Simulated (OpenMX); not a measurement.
## HgSe: equation of state with PBE

HgSe:

```xyz
2
Lattice="0.0000 3.0390 3.0390 3.0390 0.0000 3.0390 3.0390 3.0390 0.0000" Properties=species:S:1:pos:R:3 pbc="T T T"
Hg    0.0000    0.0000    0.0000
Se    4.5585    4.5585    4.5585
```

```yaml
Program: OpenMX 3.8.5
Task: equation of state
Functional: PBE
Potentials_or_basis: OpenMX 2013 PBE set, Hg8.0-s3p2d2, Se7.0-s3p2d1, fixed grid of 48 × 48 × 48 points
k_mesh: 9 × 9 × 9
Occupations: fermi-dirac, width 0.05 eV
Spin: no spin polarisation
Mixing_scheme: rmm-diisk
SCF_threshold: 1e-08 Ha
Solver: band
Grid_points_held_for_all_volumes: 48 × 48 × 48
```

```json
{
 "Equilibrium volume": "31.85 Å³/atom (rough: see the caveat)",
 "Bulk modulus": "41 GPa (rough)"
}
```

Energy against volume, from the lowest point:
| volume (Å³/atom) | energy (meV/atom) |
| --- | --- |
| 26.383 | 152.59 |
| 26.944 | 113.33 |
| 27.505 | 80.39 |
| 28.067 | 53.15 |
| 28.628 | 31.00 |
| 29.189 | 13.43 |
| 29.751 | 0.00 |

Caveat: the minimum lies outside the volumes run; volumes in these bases differ from converged ones by about 1 %, for some elements by several; the basis of atomic orbitals isn't converged, which shifts pressures, moduli and gaps. The run has no spin-orbit coupling, so splittings on Hg are missing.
